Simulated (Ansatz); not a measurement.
# As: equation of state with HSE06

As:

```
As
1.0
     2.70368    0.00000    0.00000
     0.00000    2.70368    0.00000
     0.00000    0.00000    2.70368
As
1
Direct
  0.50000 0.50000 0.50000
```

This isn't the form of As at room conditions, which is rhombohedral.

```
Program             : Ansatz 0.2.0
Task                : equation of state
Functional          : HSE06
Potentials or basis : Ansatz PAW
Cutoff              : 420 eV
Density cutoff      : 1680 eV
k mesh              : 6 × 6 × 6
Occupations         : fermi-dirac, width 0.05 eV
Spin                : no spin polarisation
```

The equilibrium volume is 19.46 Å³/atom (rough: see the caveat). The bulk modulus is 86 GPa (rough).

Energy against volume, from the lowest point:
```csv
volume (Å³/atom),energy (meV/atom)
18.578,13.21
18.973,3.85
19.368,0.00
19.764,0.82
20.159,5.49
20.554,12.51
20.949,20.36
```

All runs of the series together: 100 s on 2 threads of AMD EPYC 7R13 Processor (Zen 3), with other jobs on the host.

Caveat: the k mesh is coarse (spacing up to 0.39 Å⁻¹), so the values aren't converged, least of all with exact exchange; the fit is doubtful: noisy points or a state that changes with volume; the PAW data sets were made with another functional, which shifts forces and pressure a little.
